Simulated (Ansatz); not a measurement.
# Pressure series in CsCl

Start from CsCl in the CsCl type structure (space group Pm-3m, No. 221; a = 4.140 Å).

Cell and atoms are relaxed at each pressure.

Method: r2SCAN (Ansatz, a quantum-chemistry and plane-wave program), without spin-orbit coupling.

Notes on the quantities. enthalpy: H = E + PV relative to the base's energy.

```
case                   enthalpy  band gap  shortest interatomic distance
----------------  -------------  --------  -----------------------------
base                          –   5.91 eV                        3.586 Å
pressure −2 GPa   -0.48 eV/atom   5.25 eV                        3.793 Å
pressure −1 GPa   -0.23 eV/atom   5.70 eV                        3.663 Å
pressure 0.3 GPa  +0.07 eV/atom   5.90 eV                        3.567 Å
pressure 0.7 GPa  +0.15 eV/atom   5.88 eV                        3.544 Å
pressure 1.5 GPa  +0.32 eV/atom   5.84 eV                        3.505 Å
pressure 3 GPa    +0.62 eV/atom   5.77 eV                        3.445 Å
pressure 5 GPa    +1.00 eV/atom   5.67 eV                        3.383 Å
pressure 7.5 GPa  +1.46 eV/atom   5.55 eV                        3.323 Å
pressure 10 GPa   +1.89 eV/atom   5.43 eV                        3.275 Å
```

Load acts through the strain it causes; cell and atoms are relaxed under it. Stability against distortions was not tested. No other phases were tried under pressure.
